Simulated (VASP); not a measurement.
Wanted: the native input for a VASP 6.6.1 run.

```
Task                   : single point
Functional             : PBE
Potentials or basis    : VASP PAW PBE potentials, release 64 (Ba_sv, Te)
Cutoff                 : 520 eV
k mesh                 : 8 × 8 × 8
Occupations            : gaussian, width 0.02 eV
Spin                   : no spin polarisation
Dipole correction      : no
Further INCAR settings : ALGO = Normal; EDIFF = 1e-06; NBANDS = 15
```

The structure of BaTe lies in POSCAR:

```
BaTe
1.0
    0.0000000000      3.5322558740      3.5322558740
    3.5322558740      0.0000000000      3.5322558740
    3.5322558740      3.5322558740      0.0000000000
Ba Te
1 1
Direct
    0.0000000000      0.0000000000      0.0000000000
    0.5000000000      0.5000000000      0.5000000000
```

These files were run (other wordings do the same):

INCAR

```
ALGO = Normal ; EDIFF = 1E-6
ENCUT = 520 ; GGA = PE
ISIF = 2 ; ISMEAR = 0
LASPH = T ; LCHARG = T
LELF = T ; LREAL = F
LVHAR = T ; LWAVE = F
NBANDS = 15 ; NELM = 100
PREC = Accurate ; SIGMA = 0.02
```

KPOINTS

```
k-points
0
Gamma
  8 8 8
```

Potentials or basis: VASP PAW PBE potentials, release 64 (Ba_sv, Te).

Run with:

```sh
$ cat potpaw_PBE.64/Ba_sv/POTCAR potpaw_PBE.64/Te/POTCAR > POTCAR
$ mpirun -np 1 vasp_std > vasp.out
```

It gave:

```yaml
Pressure: 0.3 GPa
Band_gap_on_the_k_mesh: 1.58 eV, indirect (least direct gap 1.96 eV)
```

Caveat: spin-orbit coupling is left out, which moves the levels of the heavy elements.

Wall time 67 s on 1 thread of AMD EPYC 7R43 64-Core Processor (Zen 3) (shared host), peak memory 0.22 GiB.
